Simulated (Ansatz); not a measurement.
# BaSnO3: pressure series

Take BaSnO3 in the cubic perovskite structure (space group Pm-3m, No. 221; a = 4.1762 Å) as the base.

Cell and atoms are relaxed at each pressure.

Computed with plane-wave PAW DFT at the PBE level (Ansatz, a first-principles code, 420 eV), no spin-orbit coupling, earlier PAW set.

For the base:

The band gap is 0.48 eV.

**Question.** The aim is a band gap between 0.58 eV and 0.65 eV. Which of these changes reaches it?
(A) pressure 10 GPa
(B) pressure 1.5 GPa
(C) pressure −1 GPa

**Answer.** B, pressure 1.5 GPa. It gives 0.61 eV; pressure −1 GPa gives 0.39 eV; pressure 10 GPa gives 1.27 eV. Changes not listed may reach it too

Load acts through the strain it causes; cell and atoms are relaxed under it. Whether these cells are dynamically stable was not tested. No other phases were tried under pressure.
